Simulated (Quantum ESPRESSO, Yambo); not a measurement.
# CdSe (F-43m): G0W0 in Yambo against the screening cutoff

How does the gap of CdSe (F-43m) converge in the screening cutoff?

Calculated with Yambo 5.3.0; PBE and many-body steps on it, plane waves.

## Step 1: Set-up

Symmetry: F-43m, No. 216, cubic system. The conventional cell has a = 6.050 Å, b = 6.050 Å, c = 6.050 Å, α = 90.00°, β = 90.00°, γ = 90.00°. Nearest to Cd lie 4 Se at 2.62 Å. Nearest to Se lie 4 Cd at 2.62 Å. Farther neighbours and most contacts between anions are not listed.

As a file:

```
Cd Se
1.0
     0.00000    3.02500    3.02500
     3.02500    0.00000    3.02500
     3.02500    3.02500    0.00000
Cd Se
1 1
Cartesian
  0.0000 0.0000 0.0000
  4.5375 4.5375 4.5375
```

The lattice is a measured one from papers, the positions are the Materials Project's; both are kept fixed.

## Step 2: 3 Ha

This step: Yambo 5.3.0; G0W0 on PBE, plane waves, norm-conserving pseudopotentials.

Now the one-shot GW correction: screening in the RPA, then the self-energy of the levels asked for.

gw7.in

```
HF_and_locXC
gw0
dyson
ppa
em1d
rim_cut
RandQpts= 1000000
RandGvec= 1 RL
EXXRLvcs= 104 Ry
VXCRLvcs= 416 Ry
Chimod= "HARTREE"
% BndsRnXp
 1 | 111 |
%
NGsBlkXp= 6 Ry
% LongDrXp
 1 | 1 | 1 |
%
% GbndRnge
 1 | 111 |
%
DysSolver= "n"
ExtendOut
PPAPntXp= 27.21138 eV
% QPkrange
 1 | 1 | 21 | 24 |
%
```

The run is started by

```bash
> OMP_NUM_THREADS=1 mpirun -n 8 yambo -F gw7.in -J gw7 -C gw7 > gw7.log
```

Output:

```text
 Yambo, version 5.3.0

 [02] CORE Variables Setup
 =========================

  [... cell, symmetries and grids as in the set-up ...]

  [02.05] Energies & Occupations
  ==============================

  [X] === General ===
  [X] Electronic Temperature                        :  0.000000  0.000000 [eV K]
  [X] Bosonic    Temperature                        :  0.000000  0.000000 [eV K]
  [X] Finite Temperature mode                       : no
  [X] El. density                                   :  0.79478E+24 [cm-3]
  [X] Fermi Level                                   :  8.337627 [eV]

  [X] === Gaps and Widths ===
  [X] Conduction Band Min                           :  0.642755 [eV]
  [X] Valence Band Max                              :  0.000000 [eV]
  [X] Filled Bands                                  :  22
  [X] Empty Bands                                   :    23   377
  [X] Direct Gap                                    :  0.642755 [eV]
  [X] Direct Gap localized at k                     :  1
  [X] Indirect Gap                                  :  0.642755 [eV]
  [X] Indirect Gap between kpts                     :  1  1
  [X] Last valence band width                       :  2.274404 [eV]
  [X] 1st conduction band width                     :  4.462916 [eV]

 [03] Transferred momenta grid and indexing
 ==========================================

 IBZ Q-points                                      :   8
 BZ  Q-points                                      :   64

 K/Q-points units:
 rlu = crystal or reduced units; cc = cartesian coordinates; iku = interal k-units

 Q [1]          [rlu]:  0.000000  0.000000  0.000000
 Q [2]          [rlu]: -0.89146E-17 -0.89146E-17  0.25000
 Q [3]          [rlu]:  0.17829E-16  0.17829E-16 -0.50000
 Q [4]          [rlu]:  0.77583E-17  0.25000      0.25000
 Q [5]          [rlu]:  0.88264E-17  0.25000      0.50000
 Q [6]          [rlu]:  0.17829E-16  0.25000     -0.25000
 Q [7]          [rlu]: -0.15517E-16 -0.50000     -0.50000
 Q [8]          [rlu]:  0.250000 -0.500000 -0.250000

 [04] Coloumb potential Random Integration (RIM)
 ===============================================

  [04.01] RIM initialization
  ==========================

  * Diagonal components only detected *

  8 x (sBL volume)        :  0.082994 [a.u.]
  sBZ random points       :  1000000
  Points outside the sBZ  :   7999624
  RL volume               :  0.663952 [a.u.]
  Integrated volume       :  0.663983 [a.u.]

  [04.02] RIM integrals
  =====================

  Gamma point sphere radius             :  0.079122 [a.u.]
  Points outside the sphere             :   799635
  [Int_sBZ(q=0) 1/q^2]*(Vol_sBZ)^(-1/3) =:  7.763403
                                 should be <:  7.795600

  Summary of Coulomb integrals for non-metallic bands |Q|[au] RIM/Bare

  Q [1] 0.100000E-4 0.995870 * Q [2] 0.237972 1.064105
  Q [4] 0.274787 1.063960 * Q [6] 0.388607 1.026025
  Q [5] 0.455682 1.019091 * Q [3] 0.475944 1.016476
  Q [7] 0.549573 1.013019 * Q [8] 0.614442 1.009952

 [WARNING] [Xp] User bands 1-111 break level degeneracy

 [05] Dipoles
 ============

  [05.01] Setup: observables and procedures
  =========================================

 [06] Dynamic Dielectric Matrix (PPA)
 ====================================

 [SLK-Inversion]  Pools        :  2
 [SLK-Inversion]  BLACS grid   :  2  2

 [WR./gw7//ndb.pp]---------------------------------------------------------------
  Brillouin Zone Q/K grids (IBZ/BZ)                :    8   64    8   64
  RL vectors                                       :   7799 [WF]
  Coulomb cutoff potential                         : none
  Electronic Temperature                           :  0.000000 [K]
  Bosonic    Temperature                           :  0.000000 [K]
  PPA    diel. fun.  energies                      : Perdew, Burke & Ernzerhof(X)+Perdew, Burke & Ernzerhof(C)
  wavefunctions                                    : Perdew, Burke & Ernzerhof(X)+Perdew, Burke & Ernzerhof(C)
  Global Gauge                                     : length
  X matrix size                                    :  113
  X band range                                     :    1  111
  X e/h energy range                               : -1.000000 -1.000000 [eV]
  X Time ordering                                  : R
  X Hxc Kernel                                     : HARTREE
  X Drude frequency                                :  0.000000  0.000000
  X poles                                          :  100.0000 [o/o]
  RL vectors in the sum                            :   7799
  [r,Vnl] included                                 : yes
  Field direction                                  :  0.577350E-5  0.577350E-5  0.577350E-5
  BZ energy Double Grid                            : no
  BZ energy DbGd points                            : 0
  BZ Q point size factor                           : -1.000000
  X Optical Averaged directions                    : none

 [07] Local Exchange-Correlation + Non-Local Fock
 ================================================

 [VXC] Plane waves :   53497
 [EXS] Plane waves :   6855

 QP @ state[ 1 ] K range:  1  1
 QP @ state[ 1 ] b range:  21  24

 [xc] Functional : Perdew, Burke & Ernzerhof(X)+Perdew, Burke & Ernzerhof(C)
 [xc] LIBXC used to calculate xc functional
  PP Number of Atomic Species                      :  2
  NLCC RL compoments                               :   53497
  PP Number of Atomic Species                      :  2
  NLCC RL compoments                               :   53497

 [xc] E_xc :  -40.58500 [Ha]
      E_xc :  -81.17000 [Ry]

  Local XC kind (lXC) : Perdew, Burke & Ernzerhof(X)+Perdew, Burke & Ernzerhof(C)
  Non-Local XC kind (nlXC) : Hartree-Fock

  Corrections @ K [1] :  [eV]
 <21|nlXC|21> = -18.56248 -0.18982E-17 <21|lXC|21> = -16.08531  0.000000
 <22|nlXC|22> = -18.56249  0.18202E-17 <22|lXC|22> = -16.08531  0.000000
 <23|nlXC|23> = -8.137804  0.23949E-17 <23|lXC|23> = -11.74024  0.000000
 <24|nlXC|24> = -5.919439  0.19810E-17 <24|lXC|24> = -10.49393  0.000000

 [08] Dyson equation: Newton solver
 ==================================

  [08.01] G0W0 (W PPA)
  ====================

  [  GW  ] Bands range     :    1  111
  [GW/PPA] G damping       :  0.100000 [eV]

  QP @ state[ 1 ] K range:  1  1
  QP @ state[ 1 ] b range:  21  24

   Sc/G bands                                       :    1  111
   Sc/G damping                                     :  0.100000 ev
   Sc bands terminator                              : no
   Sx RL components                                 :   6855

   QP @ state[ 1 ] K range                          :  1  1
   QP @ state[ 1 ] b range                          :  21  24
   GF energies kind                                 : Perdew, Burke & Ernzerhof(X)+Perdew, Burke & Ernzerhof(C)
   GF WF`s kind                                     : Perdew, Burke & Ernzerhof(X)+Perdew, Burke & Ernzerhof(C)
   Xs energies kind                                 : Perdew, Burke & Ernzerhof(X)+Perdew, Burke & Ernzerhof(C)
   Xs WF`s kind                                     : Perdew, Burke & Ernzerhof(X)+Perdew, Burke & Ernzerhof(C)

 [11] Game Over & Game summary
```

Wall time 61 s (8 MPI ranks of Intel Xeon at 2.60GHz (Ice Lake), shared host); peak memory 4.9 GiB; 7.9 min of CPU time.

This step gave:

* G0W0 gap on the points computed: 1.233 eV
* starting gap on the mesh: 0.6428 eV
* k of the valence top: 0, 0, 0
* k of the conduction bottom: 0, 0, 0
* least direct G0W0 gap on the computed points: 1.233 eV
* Z at the valence top: 0.7955
* Z at the conduction bottom: 0.8154

The gap on the mesh goes from 0.64 eV to 1.23 eV, a correction of +0.59 eV.

## Step 3: 4.75 Ha

gw8.in

```
HF_and_locXC
gw0
dyson
ppa
em1d
rim_cut
RandQpts= 1000000
RandGvec= 1 RL
EXXRLvcs= 104 Ry
VXCRLvcs= 416 Ry
Chimod= "HARTREE"
% BndsRnXp
 1 | 111 |
%
NGsBlkXp= 9.5 Ry
% LongDrXp
 1 | 1 | 1 |
%
% GbndRnge
 1 | 111 |
%
DysSolver= "n"
ExtendOut
PPAPntXp= 27.21138 eV
% QPkrange
 1 | 1 | 21 | 24 |
%
```

The run is started by

```bash
> OMP_NUM_THREADS=1 mpirun -n 8 yambo -F gw8.in -J gw8 -C gw8 > gw8.log
```

Output:

```text
 Yambo, version 5.3.0

 [02] CORE Variables Setup
 =========================

  [... cell, symmetries and grids as in the set-up ...]

  [02.05] Energies & Occupations
  ==============================

  [X] === General ===
  [X] Electronic Temperature                        :  0.000000  0.000000 [eV K]
  [X] Bosonic    Temperature                        :  0.000000  0.000000 [eV K]
  [X] Finite Temperature mode                       : no
  [X] El. density                                   :  0.79478E+24 [cm-3]
  [X] Fermi Level                                   :  8.337627 [eV]

  [X] === Gaps and Widths ===
  [X] Conduction Band Min                           :  0.642755 [eV]
  [X] Valence Band Max                              :  0.000000 [eV]
  [X] Filled Bands                                  :  22
  [X] Empty Bands                                   :    23   377
  [X] Direct Gap                                    :  0.642755 [eV]
  [X] Direct Gap localized at k                     :  1
  [X] Indirect Gap                                  :  0.642755 [eV]
  [X] Indirect Gap between kpts                     :  1  1
  [X] Last valence band width                       :  2.274404 [eV]
  [X] 1st conduction band width                     :  4.462916 [eV]

 [03] Transferred momenta grid and indexing
 ==========================================

 IBZ Q-points                                      :   8
 BZ  Q-points                                      :   64

 K/Q-points units:
 rlu = crystal or reduced units; cc = cartesian coordinates; iku = interal k-units

 Q [1]          [rlu]:  0.000000  0.000000  0.000000
 Q [2]          [rlu]: -0.89146E-17 -0.89146E-17  0.25000
 Q [3]          [rlu]:  0.17829E-16  0.17829E-16 -0.50000
[...]
================================================

 [VXC] Plane waves :   53497
 [EXS] Plane waves :   6855

 QP @ state[ 1 ] K range:  1  1
 QP @ state[ 1 ] b range:  21  24

 [xc] Functional : Perdew, Burke & Ernzerhof(X)+Perdew, Burke & Ernzerhof(C)
 [xc] LIBXC used to calculate xc functional
  PP Number of Atomic Species                      :  2
  NLCC RL compoments                               :   53497
  PP Number of Atomic Species                      :  2
  NLCC RL compoments                               :   53497

 [xc] E_xc :  -40.58500 [Ha]
      E_xc :  -81.17000 [Ry]

  Local XC kind (lXC) : Perdew, Burke & Ernzerhof(X)+Perdew, Burke & Ernzerhof(C)
  Non-Local XC kind (nlXC) : Hartree-Fock

  Corrections @ K [1] :  [eV]
 <21|nlXC|21> = -18.56248 -0.18982E-17 <21|lXC|21> = -16.08531  0.000000
 <22|nlXC|22> = -18.56249  0.18202E-17 <22|lXC|22> = -16.08531  0.000000
 <23|nlXC|23> = -8.137804  0.23949E-17 <23|lXC|23> = -11.74024  0.000000
 <24|nlXC|24> = -5.919439  0.19810E-17 <24|lXC|24> = -10.49393  0.000000

 [08] Dyson equation: Newton solver
 ==================================

  [08.01] G0W0 (W PPA)
  ====================

  [  GW  ] Bands range     :    1  111
  [GW/PPA] G damping       :  0.100000 [eV]

  QP @ state[ 1 ] K range:  1  1
  QP @ state[ 1 ] b range:  21  24

   Sc/G bands                                       :    1  111
   Sc/G damping                                     :  0.100000 ev
   Sc bands terminator                              : no
   Sx RL components                                 :   6855

   QP @ state[ 1 ] K range                          :  1  1
   QP @ state[ 1 ] b range                          :  21  24
   GF energies kind                                 : Perdew, Burke & Ernzerhof(X)+Perdew, Burke & Ernzerhof(C)
   GF WF`s kind                                     : Perdew, Burke & Ernzerhof(X)+Perdew, Burke & Ernzerhof(C)
   Xs energies kind                                 : Perdew, Burke & Ernzerhof(X)+Perdew, Burke & Ernzerhof(C)
   Xs WF`s kind                                     : Perdew, Burke & Ernzerhof(X)+Perdew, Burke & Ernzerhof(C)

 [11] Game Over & Game summary
```

Wall time 75 s (8 MPI ranks); peak memory 4.7 GiB; 9.9 min of CPU time.

This step gave:

```yaml
g0w0_gap_on_the_points_computed: 1.256 eV
starting_gap_on_the_mesh: 0.6428 eV
k_of_the_valence_top: 0, 0, 0
k_of_the_conduction_bottom: 0, 0, 0
least_direct_g0w0_gap_on_the_computed_points: 1.256 eV
z_at_the_valence_top: 0.7944
z_at_the_conduction_bottom: 0.8150
```

Against the run before, the gap moves by +0.023 eV.

## Step 4: 9.5 Ha

gw9.in

```
HF_and_locXC
gw0
dyson
ppa
em1d
rim_cut
RandQpts= 1000000
RandGvec= 1 RL
EXXRLvcs= 104 Ry
VXCRLvcs= 416 Ry
Chimod= "HARTREE"
% BndsRnXp
 1 | 111 |
%
NGsBlkXp= 19 Ry
% LongDrXp
 1 | 1 | 1 |
%
% GbndRnge
 1 | 111 |
%
DysSolver= "n"
ExtendOut
PPAPntXp= 27.21138 eV
% QPkrange
 1 | 1 | 21 | 24 |
%
```

The run is started by

```bash
> OMP_NUM_THREADS=1 mpirun -n 8 yambo -F gw9.in -J gw9 -C gw9 > gw9.log
```

Output:

```text
 Yambo, version 5.3.0

 [02] CORE Variables Setup
 =========================

  [... cell, symmetries and grids as in the set-up ...]

  [02.05] Energies & Occupations
  ==============================

  [X] === General ===
  [X] Electronic Temperature                        :  0.000000  0.000000 [eV K]
  [X] Bosonic    Temperature                        :  0.000000  0.000000 [eV K]
  [X] Finite Temperature mode                       : no
  [X] El. density                                   :  0.79478E+24 [cm-3]
[...]
Sx RL components                                 :   6855

   QP @ state[ 1 ] K range                          :  1  1
   QP @ state[ 1 ] b range                          :  21  24
   GF energies kind                                 : Perdew, Burke & Ernzerhof(X)+Perdew, Burke & Ernzerhof(C)
   GF WF`s kind                                     : Perdew, Burke & Ernzerhof(X)+Perdew, Burke & Ernzerhof(C)
   Xs energies kind                                 : Perdew, Burke & Ernzerhof(X)+Perdew, Burke & Ernzerhof(C)
   Xs WF`s kind                                     : Perdew, Burke & Ernzerhof(X)+Perdew, Burke & Ernzerhof(C)

 [11] Game Over & Game summary
```

It took 3 min on 8 MPI ranks; peak memory 4.8 GiB; 23 min of CPU time.

This step gave:

```yaml
g0w0_gap_on_the_points_computed: 1.270 eV
starting_gap_on_the_mesh: 0.6428 eV
k_of_the_valence_top: 0, 0, 0
k_of_the_conduction_bottom: 0, 0, 0
least_direct_g0w0_gap_on_the_computed_points: 1.270 eV
```

Against the run before, the gap moves by +0.014 eV.

## Step 5: 12 Ha

gw10.in

```
HF_and_locXC
gw0
dyson
ppa
em1d
rim_cut
RandQpts= 1000000
RandGvec= 1 RL
EXXRLvcs= 104 Ry
VXCRLvcs= 416 Ry
Chimod= "HARTREE"
% BndsRnXp
 1 | 111 |
%
NGsBlkXp= 24 Ry
% LongDrXp
 1 | 1 | 1 |
%
% GbndRnge
 1 | 111 |
%
DysSolver= "n"
ExtendOut
PPAPntXp= 27.21138 eV
% QPkrange
 1 | 1 | 21 | 24 |
%
```

The run is started by

```bash
> OMP_NUM_THREADS=1 mpirun -n 8 yambo -F gw10.in -J gw10 -C gw10 > gw10.log
```

Output:

```text
 Yambo, version 5.3.0

 [02] CORE Variables Setup
 =========================

  [... cell, symmetries and grids as in the set-up ...]

  [02.05] Energies & Occupations
  ==============================

  [X] === General ===
  [X] Electronic Temperature                        :  0.000000  0.000000 [eV K]
  [X] Bosonic    Temperature                        :  0.000000  0.000000 [eV K]
  [X] Finite Temperature mode                       : no
  [X] El. density                                   :  0.79478E+24 [cm-3]
[...]
Sx RL components                                 :   6855

   QP @ state[ 1 ] K range                          :  1  1
   QP @ state[ 1 ] b range                          :  21  24
   GF energies kind                                 : Perdew, Burke & Ernzerhof(X)+Perdew, Burke & Ernzerhof(C)
   GF WF`s kind                                     : Perdew, Burke & Ernzerhof(X)+Perdew, Burke & Ernzerhof(C)
   Xs energies kind                                 : Perdew, Burke & Ernzerhof(X)+Perdew, Burke & Ernzerhof(C)
   Xs WF`s kind                                     : Perdew, Burke & Ernzerhof(X)+Perdew, Burke & Ernzerhof(C)

 [11] Game Over & Game summary
```

The job ended after 5.3 min (8 MPI ranks; peak memory 4.9 GiB; 42 min of CPU time).

This step gave:

```yaml
g0w0_gap_on_the_points_computed: 1.277 eV
starting_gap_on_the_mesh: 0.6428 eV
k_of_the_valence_top: 0, 0, 0
k_of_the_conduction_bottom: 0, 0, 0
least_direct_g0w0_gap_on_the_computed_points: 1.277 eV
```

Against the run before, the gap moves by +0.006 eV.

## Step 6: The runs together

Times are wall times on 8 MPI ranks of Intel Xeon at 2.60GHz (Ice Lake), shared host, good to a factor of about two.

```tsv
run	mesh	bands	screening cutoff (eV)	DFT gap (eV)	gap on the mesh (eV)	direct (eV)	time
3 Ha	4×4×4	111	81.6	0.643	1.233	1.233	61 s
4.75 Ha	4×4×4	111	129.3	0.643	1.256	1.256	75 s
9.5 Ha	4×4×4	111	258.5	0.643	1.270	1.270	3 min
12 Ha	4×4×4	111	326.5	0.643	1.277	1.277	5.3 min
```

## Step 7: What came out

* 3 Ha: 1.233 eV
* 4.75 Ha: 1.256 eV
* 9.5 Ha: 1.270 eV
* 12 Ha: 1.277 eV
* known limits: not at the basis limit; no spin-orbit coupling; coarse k mesh

In words: The setting moved: screening cutoff. From 3 Ha to 12 Ha the gap moves by +0.04 eV, for 5.2 times the time. It holds to 0.03 eV from 4.75 Ha on. Bands and screening cutoff are coupled, so a series along one setting does not show full convergence. Bands and cutoff are finite, so the gap is not at the basis limit. The miss can reach some tenths of an eV and take either sign; the mesh is an error of its own. In the G0W0 runs levels were corrected at 1 k point alone, so a gap called «on the mesh» is the least over those, and an edge elsewhere would be missed. The 4×4×4 mesh is coarse for this cell, which bears on the long-range parts of exchange and screening. The many-body steps are scalar-relativistic: spin-orbit coupling is not in them.

[Paths, hosts, dates, memory and timing lines, banners, echoed tables and standing remarks are left out of the program output.]

[Logs are printed without paths, hosts, clocks, repeated set-up lines and the standing remarks that a program may print on its own settings, such as how far it seeks lower states.]

[Runs of the session that timed out or met a known fault of the program may be left out.]

[Hosts, paths, dates, database ids (printed as entryN), source tags and the programs' standing remarks are cut or masked in the printed files.]
